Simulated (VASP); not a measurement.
# InAs (F-43m) in VASP: settings compared, part 2 of 2

VASP 6.6.1. Earlier steps stand in the parts before.

**3. Single point, r2SCAN**

This run uses another cell than the first one, of 28.50 Å³/atom.

Input file POSCAR:

```
InAs
1.0
    0.0000000000      3.0545916270      3.0545916270
    3.0545916270      0.0000000000      3.0545916270
    3.0545916270      3.0545916270      0.0000000000
In As
1 1
Direct
    0.0000000000      0.0000000000      0.0000000000
    0.2500000000      0.2500000000      0.2500000000
```

Input file INCAR.step1:

```
SYSTEM = InAs
ALGO = Normal
EDIFF = 1E-4
ENCUT = 520
GGA = PE
ISMEAR = -1
LASPH = .True.
LCHARG = .False.
LREAL = .False.
LWAVE = .True.
NBANDS = 16
NELM = 100
PREC = Accurate
SIGMA = 0.02
```

Input file INCAR.step2:

```
SYSTEM = InAs
ALGO = Normal
EDIFF = 1E-6
ENCUT = 520
ISIF = 2
ISMEAR = -1
ISTART = 1
LASPH = .True.
LCHARG = .False.
LMIXTAU = .True.
LREAL = .False.
LWAVE = .False.
METAGGA = R2SCAN
NBANDS = 16
NELM = 100
PREC = Accurate
SIGMA = 0.02
```

Input file KPOINTS:

```
k-points
0
Gamma
  6 6 6
  0 0 0
```

Potentials or basis: VASP PAW PBE potentials, release 64 (In_d, As).

Run with:

```bash
cat potpaw_PBE.64/In_d/POTCAR potpaw_PBE.64/As/POTCAR > POTCAR
cp INCAR.step1 INCAR
mpirun -np 1 vasp_std > vasp.out
cp INCAR.step2 INCAR
mpirun -np 1 vasp_std > vasp.out
```

OUTCAR:

```text
SYSTEM = InAs
   EDIFF = 1E-6
   ENCUT = 520
   ISIF = 2
   ISMEAR = -1
   ISTART = 1
   LASPH = .True.
   LREAL = .False.
   METAGGA = R2SCAN
   NELM = 100
   PREC = Accurate

 ion  position               nearest neighbor table
   1  0.000  0.000  0.000-   2 2.65   2 2.65   2 2.65   2 2.65
   2  0.250  0.250  0.250-   1 2.65   1 2.65   1 2.65   1 2.65

  LATTYP: Found a face centered cubic cell.
 ALAT       =     6.1091832540

  Lattice vectors:

 A1 = (   0.0000000000,   3.0545916270,   3.0545916270)
 A2 = (   3.0545916270,   0.0000000000,   3.0545916270)
 A3 = (   3.0545916270,   3.0545916270,   0.0000000000)

Analysis of symmetry for initial positions (statically):
=====================================================================
 Subroutine PRICEL returns:
 Original cell was already a primitive cell.

 Routine SETGRP: Setting up the symmetry group for a
 face centered cubic supercell.

 Subroutine GETGRP returns: Found 24 space group operations
 (whereof 24 operations were pure point group operations)
 out of a pool of 48 trial point group operations.

The static configuration has the point symmetry T_d .

Analysis of symmetry for dynamics (positions and initial velocities):
[... 152 lines left out ...]
 cond. band min:       4.0507601832   @ k =   0.0000   0.0000   0.0000
 fundamental gap:      0.0779160173
 Fermi energy:         4.0244322689

 k-point     1 :       0.0000    0.0000    0.0000
  band No.  band energies     occupation
      1     -10.8290      2.00000
      2     -10.8290      2.00000
      3     -10.8290      2.00000
      4     -10.6949      2.00000
      5     -10.6949      2.00000
      6      -8.1267      2.00000
[... 281 lines left out ...]
      3     -10.7542      2.00000
      4     -10.7162      2.00000
      5     -10.6816      2.00000
      6      -6.1094      2.00000
[... 8 lines left out ...]
     15      16.0506      0.00000
     16      16.3798      0.00000

------------------------ aborting loop because EDIFF is reached ----------------------------------------

  FORCE on cell =-STRESS in cart. coord.  units (eV):
  Direction    XX          YY          ZZ          XY          YZ          ZX
  --------------------------------------------------------------------------------------
  -------------------------------------------------------------------------------------
  Total       -0.0042816     -0.0042816     -0.0042816      0.0000000     -0.0000000      0.0000000
  in kB       -0.1203442     -0.1203442     -0.1203442      0.0000000     -0.0000000      0.0000000
  external PRESSURE =      -0.1203442 kB  Pullay stress =       0.0000000 kB

 VOLUME and BASIS-vectors are now :
 -----------------------------------------------------------------------------
  energy-cutoff  :      520.00
  volume of cell :       57.00
      direct lattice vectors                 reciprocal lattice vectors
     0.000000000  3.054591627  3.054591627    -0.163688002  0.163688002  0.163688002
     3.054591627  0.000000000  3.054591627     0.163688002 -0.163688002  0.163688002
     3.054591627  3.054591627  0.000000000     0.163688002  0.163688002 -0.163688002

 POSITION                                       TOTAL-FORCE (eV/Angst)
 -----------------------------------------------------------------------------------
      0.00000      0.00000      0.00000        -0.000000     -0.000000     -0.000000
      1.52730      1.52730      1.52730         0.000000      0.000000      0.000000
 -----------------------------------------------------------------------------------
    total drift:                               -0.000002     -0.000002     -0.000002

  FREE ENERGIE OF THE ION-ELECTRON SYSTEM (eV)
  ---------------------------------------------------
  free  energy   TOTEN  =       -38.0452441462 eV

  energy  without entropy=      -38.0450070321  energy(sigma->0) =      -38.04512559
```

OSZICAR.step1:

```text
N       E                     dE             d eps       ncg     rms          rms(c)
DAV:   1     0.113144630328E+03    0.11314E+03   -0.79977E+03   512   0.116E+03
DAV:   2    -0.633173379793E+00   -0.11378E+03   -0.10944E+03   584   0.287E+02
DAV:   3    -0.776276667604E+01   -0.71296E+01   -0.71023E+01   616   0.718E+01
DAV:   4    -0.794943071282E+01   -0.18666E+00   -0.18649E+00   728   0.132E+01
DAV:   5    -0.795725665109E+01   -0.78259E-02   -0.78259E-02   672   0.213E+00    0.436E+00
DAV:   6    -0.770841169946E+01    0.24884E+00   -0.37490E-01   824   0.100E+01    0.239E+00
DAV:   7    -0.768515746814E+01    0.23254E-01   -0.11043E-01   688   0.286E+00    0.719E-01
DAV:   8    -0.768645783344E+01   -0.13004E-02   -0.12932E-02   672   0.126E+00    0.177E-01
DAV:   9    -0.768707514929E+01   -0.61732E-03   -0.93340E-04   624   0.258E-01    0.106E-01
DAV:  10    -0.768725092040E+01   -0.17577E-03   -0.19630E-04   608   0.194E-01    0.540E-02
DAV:  11    -0.768730126986E+01   -0.50349E-04   -0.10523E-04   512   0.113E-01
   1 F= -.76873013E+01 E0= -.76871245E+01  d E =-.353627E-03
```

Run time: 74 s. Hardware: 1 thread of Intel Xeon 8259CL, shared host; peak memory 0.19 GiB.

What came out:

```yaml
Free_energy: -38.0452 eV
Pressure: 0.0 GPa
Band_gap_on_the_k_mesh: 0.08 eV
```

Caveat: the PAW data sets were made with another functional, which shifts forces and pressure a little; spin-orbit coupling is left out, which moves the levels of the heavy elements.

**4. Relaxation of cell and atoms, LDA**

This run uses another cell than the first one, of 29.63 Å³/atom.

Input file INCAR:

```
SYSTEM = InAs
PREC = Accurate
ENCUT = 600
EDIFF = 1E-6
ISMEAR = -1
SIGMA = 0.02
LREAL = .False.
LASPH = .True.
NELM = 60
ALGO = Normal
ISIF = 3
LWAVE = .False.
LCHARG = .False.
IBRION = 2
NSW = 80
EDIFFG = -0.005
```

Input file KPOINTS:

```
regular mesh
0
Gamma
  6 6 6
  0 0 0
```

Input file POSCAR:

```
InAs
1.0
    0.0000000000      3.0944669371      3.0944669371
    3.0944669371      0.0000000000      3.0944669371
    3.0944669371      3.0944669371      0.0000000000
In As
1 1
Direct
    0.0000000000      0.0000000000      0.0000000000
    0.2500000000      0.2500000000      0.2500000000
```

Potentials or basis: VASP PAW LDA potentials, release 64 (In_d, As).

Run with:

```bash
cat potpaw_LDA.64/In_d/POTCAR potpaw_LDA.64/As/POTCAR > POTCAR
mpirun -np 1 vasp_std > vasp.out
```

Wall time 48 s (1 thread of Intel Xeon 8259CL, shared host); peak memory 0.19 GiB.

The run converged. Its results:

```yaml
Free_energy: -9.0096 eV
Relaxed_volume: 27.47 Å³/atom
Relaxed_cell: a = 4.267 Å, b = 4.267 Å, c = 4.267 Å, α = 60.00°, β = 60.00°, γ = 60.00°
Space_group_after_relaxing_to_0.1_Å: F-43m (No. 216)
Energy_gained_by_relaxing: 27.6 meV/atom
Ionic_steps: 3
Pressure_after_relaxing: 0.0 GPa
Band_gap_on_the_k_mesh: zero (filled and empty bands touch)
```

The path:
```
step  energy change (eV)  largest force (eV/Å)  pressure (GPa)  volume (Å³)
   1              0.0000                0.0000           -3.81        59.26
   2             -0.0468                0.0000            1.84        53.42
   3             -0.0552                0.0000           -0.01        54.95
```

Final structure:
```
CELL_PARAMETERS angstrom
0.00000 3.01741 3.01741
3.01741 0.00000 3.01741
3.01741 3.01741 0.00000
ATOMIC_POSITIONS crystal
In 0.00000 0.00000 0.00000
As 0.25000 0.25000 0.25000
```

Levels at points of the mesh, in eV from the Fermi level:
```
           k point  band 5  band 6  band 7  band 8  band 9  band 10  band 11  band 12  band 13
(0.00, 0.00, 0.00)  -14.26  -11.97   -0.38   -0.01   -0.01    -0.01     3.81     3.81     3.81
(0.50, 0.00, 0.00)  -14.25  -10.47   -5.89   -1.02   -1.02     0.80     4.59     4.59     6.67
(0.50, 0.50, 0.00)  -14.24   -9.91   -5.96   -2.38   -2.38     1.39     1.94     9.02     9.16
```

Caveat: semilocal functionals underestimate gaps, so a narrow gap can read as zero; spin-orbit coupling is left out, which moves the levels of the heavy elements.

**5. Overview**

```csv
task,level,potentials or basis,cell,cutoff (eV),gap on the mesh (eV),pressure (GPa)
single point,LDA,"VASP PAW LDA potentials, release 64 (In_d, As)","a = 4.263 Å, angles 60.0°, 2 atoms",520,none,0.1
single point,r2SCAN,"VASP PAW PBE potentials, release 64 (In_d, As)","a = 4.320 Å, angles 60.0°, 2 atoms",520,0.08,0.0
relaxation of cell and atoms,LDA,"VASP PAW LDA potentials, release 64 (In_d, As)","relaxed from a = 4.376 Å, angles 60.0°, 2 atoms",600,none,0.0
```

Alike in all rows: no spin polarisation; k mesh 6 × 6 × 6; smearing fermi-dirac 0.02 eV.

Caveats: spin-orbit coupling is left out, which moves the levels of the heavy elements; semilocal functionals underestimate gaps, so a narrow gap can read as zero (at least some runs); the PAW data sets were made with another functional, which shifts forces and pressure a little (at least some runs).

Total energies depend on the potentials used, so only differences within one code and one set of settings carry meaning.

**6. Against experiment**

Step 2. Against the measured gap of InAs, 0.418 eV (direct; 4.2 K; a printed reference work, data compilation), the calculated 0.00 eV is off by -0.42 eV. Spin-orbit coupling on As, In is left out. The value is that of LDA on a finite k mesh, which can miss the band edges, without temperature or zero-point motion. Semilocal functionals fall short of measured gaps as a rule.

Step 3. Measured gap of InAs: 0.418 eV (direct; 4.2 K; a printed reference work, data compilation). This calculation gives 0.08 eV (-0.34 eV). Spin-orbit coupling on As, In is left out. The value is that of r2SCAN, without temperature or zero-point motion.
